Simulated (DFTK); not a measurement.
As:

```xyz
2
Lattice="1.8808 1.0859 3.5141 -1.8808 1.0859 3.5141 0.0000 -2.1718 3.5141" Properties=species:S:1:pos:R:3 pbc="T T T"
As    0.0000    0.0000    2.3825
As    0.0000    0.0000    8.1597
```

Program: DFTK 0.8.2. Alike in all runs: task band structure; no spin polarisation; cell as given; smearing fermi-dirac 0.05 eV.

Question: Order these runs on this cell by their pressure, lowest first.
A. level PBEsol; potentials or basis SG15 1.2 (PBE); k mesh 8 × 8 × 8; cutoff (eV) 952
B. level LDA; potentials or basis cp2k.nc.sr.lda.v0_1.semicore.gth (LDA, GTH); k mesh 9 × 9 × 9; cutoff (eV) 544
C. level TASK; potentials or basis cp2k.nc.sr.pbe.v0_1.semicore.gth (PBE, GTH); k mesh 7 × 7 × 7; cutoff (eV) 707; SCF solver ScfAndersonSolver
D. level PBE; potentials or basis SG15 1.2 (PBE); k mesh 8 × 8 × 8; cutoff (eV) 952

Answer: B (-2.4 GPa), A (2.3 GPa), D (4.0 GPa), C (5.9 GPa).

Caveats: GTH potentials come without recommended cutoffs, and this one wasn't checked for convergence (some runs); the potentials were made for another functional, which shifts forces and pressure (some runs); the program warned that the kinetic-energy density falls under its von Weizsäcker bound, which can give unphysical results (some runs).
